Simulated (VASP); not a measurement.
Te2Mo, 6 atoms in the cell. The cell holds a slab with vacuum, 6 atoms: a = 6.362 Å, b = 3.480 Å, c = 36.176 Å, α = 90.00°, β = 90.14°, γ = 90.00°.  The cell isn't the ideal one: atoms moved at random, drawn with an rms of 0.05 Å.

| Quantity | Value |
| --- | --- |
| Program | VASP 6.6.1 |
| Task | single point |
| Functional | PBEsol |
| Potentials or basis | VASP PAW PBE potentials, release 64 (Te, Mo_sv) |
| Cutoff | 520 eV |
| k mesh | 4 × 8 × 1 |
| Occupations | fermi-dirac, width 0.05 eV |
| Spin | no spin polarisation |
| Ladder | free |
| Further INCAR settings | ALGO = Normal; EDIFF = 1e-07; NBANDS = 35 |

Potentials or basis: VASP PAW PBE potentials, release 64 (Te, Mo_sv).

Command:

```console
$ cat potpaw_PBE.64/Te/POTCAR potpaw_PBE.64/Mo_sv/POTCAR > POTCAR
$ mpirun -np 2 vasp_std > vasp.out
```

Hardware: 2 MPI ranks on Intel(R) Xeon(R) Platinum 8488C (Sapphire Rapids), on a shared host.

**Question.** How long does it take, and how much memory?

**Answer.** Run time: 6.6 min on 2 MPI ranks on Intel(R) Xeon(R) Platinum 8488C (Sapphire Rapids), with other jobs on the host, peak memory 0.98 GiB a rank. Counts: scf iterations 31, k points 18.
